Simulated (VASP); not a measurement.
A run of VASP 6.6.1:

File INCAR:

```
PREC     = Accurate       # precision mode
ENCUT    = 520            # plane-wave cutoff, eV
EDIFF    = 1E-7           # SCF threshold, eV
ISMEAR   = -1             # smearing method
SIGMA    = 0.05           # smearing width, eV
LREAL    = F              # projectors in reciprocal space
LASPH    = T              # aspherical terms in the spheres
NELM     = 100            # most SCF steps
ALGO     = Normal         # electronic algorithm
ISIF     = 2              # what is computed and relaxed
LWAVE    = F              # write WAVECAR
LCHARG   = T              # write CHGCAR
GGA      = PE             # functional
LELF     = T              # ELF
LVHAR    = T            
NBANDS   = 28             # bands
```

KPOINTS

```
regular mesh
0
Gamma
  5 5 5
```

File POSCAR:

```
Sr
1.0
   -4.1585048905      4.1585048905      3.5768060722
    4.1585048905     -4.1585048905      3.5768060722
    4.1585048905      4.1585048905     -3.5768060722
Sr
4
Direct
    0.3354504800      0.1645495200      0.5000000000
    0.6645495200      0.8354504800      0.5000000000
    0.8354504800      0.3354504800      0.1709009600
    0.1645495200      0.6645495200      0.8290990400
```

Potentials or basis: VASP PAW PBE potentials, release 64 (Sr_sv).

Run with:

```bash
$ cat potpaw_PBE.64/Sr_sv/POTCAR > POTCAR
$ mpirun -np 1 vasp_std > vasp.out
```

Hardware: 1 thread of AMD EPYC 9R45 96-Core Processor (Zen 5), on a shared host.

How long does it take, and how much memory?

Wall time 110 s on 1 thread of AMD EPYC 9R45 96-Core Processor (Zen 5), on a shared host, peak memory 0.37 GiB. Counts: scf iterations 15, k points 18.
